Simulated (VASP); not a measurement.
Here is a VASP 6.6.1 calculation.

File INCAR:

```
ALGO     = Normal         # electronic algorithm
EDIFF    = 1E-6           # SCF threshold, eV
ENCUT    = 520            # plane-wave cutoff, eV
GGA      = PE             # functional
ISIF     = 2              # what is computed and relaxed
ISMEAR   = -1             # smearing method
LASPH    = True           # aspherical terms in the spheres
LCHARG   = False          # write CHGCAR
LREAL    = False          # projectors in reciprocal space
LWAVE    = False          # write WAVECAR
NBANDS   = 48             # bands
NELM     = 100            # most SCF steps
PREC     = Accurate       # precision mode
SIGMA    = 0.1            # smearing width, eV
```

The input KPOINTS:

```
k-points
0
Gamma
  3 3 4
```

File POSCAR:

```
ZrB2
1.0
    5.3159350000      0.1575960000      0.5324840000
   -0.1178510000      5.2495520000      0.4403810000
   -1.0259490000      0.2636740000      4.1559880000
B Zr
8 4
Direct
    0.6776030000      0.9810527196      0.2524223521
    0.2584264337      0.7617254320      0.0342307657
    0.5648148914      0.3873512965      0.7373334466
    0.6064213012      0.3248099924      0.3541550675
    0.8751409108      0.1764362616      0.4674520932
    0.4386603582      0.1904326205      1.0368900175
    0.5345579662      0.6696042844      0.2566286119
    0.9609162329      0.8739781042      0.4900936021
    0.0001630561      0.1817613887      0.9795711424
    0.3830989960      0.9457045649      0.5687282043
    0.8338815853      0.6919207644      0.9555609015
    0.1987243902      0.4713883286      0.4441783706
```

Potentials or basis: VASP PAW PBE potentials, release 64 (B, Zr_sv).

The run is started by

```bash
$ cat potpaw_PBE.64/B/POTCAR potpaw_PBE.64/Zr_sv/POTCAR > POTCAR
$ mpirun -np 1 vasp_std > vasp.out
```

Question: Estimate the band gap on the k mesh.

Answer: None (metal or under the smearing width).

Question: Predict the largest force.

Answer: 2.308 eV/Å.

Question: Predict the pressure.

Answer: 43.0 GPa.

Forces in eV/Å, atoms in the order of the input:
```
B    0.816 -0.729 -0.542
B    0.490  0.583  0.340
B    0.907 -0.951 -0.234
B   -0.093  2.045 -0.955
B    0.307 -1.507  0.612
B   -0.092  0.399 -0.349
B   -0.050  0.230  0.723
B   -0.195 -0.302 -1.569
Zr  -1.068 -1.519  0.021
Zr  -0.358  1.910  1.245
Zr   0.391 -0.897 -1.026
Zr  -1.055  0.737  1.733
```

Caveat: the k mesh is coarse (spacing up to 0.40 Å⁻¹), so the values aren't converged; a pressure of tens of GPa on the cell as given is suspect, and the run, the potentials or the cell itself is likely at fault.
